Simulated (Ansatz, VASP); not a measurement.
**Two plane-wave programs on C**

```
CELL_PARAMETERS angstrom
0.00000 1.78583 1.78583
1.78583 0.00000 1.78583
1.78583 1.78583 0.00000
ATOMIC_POSITIONS crystal
C 0.00000 0.00000 0.00000
C 0.25000 0.25000 0.25000
```

Alike in both runs: functional PBE; k mesh 10 × 10 × 10; occupations fermi-dirac, width 0.05 eV; no spin polarisation.

Ansatz relaxed the structure, and its values are those at the end. VASP's run is a single point on that final structure, the one shown.

```csv
,VASP,Ansatz
version,VASP 6.6.1,Ansatz 0.2.0
potentials or method,"VASP PAW PBE potentials, release 64 (C)","plane waves, PAW"
plane-wave cutoff (eV),520,450
valence electrons in the cell,8,8
```

|  | VASP | Ansatz | Ansatz less VASP |
| --- | --- | --- | --- |
| pressure (GPa) | 0.6 | 0.0 | -0.61 |
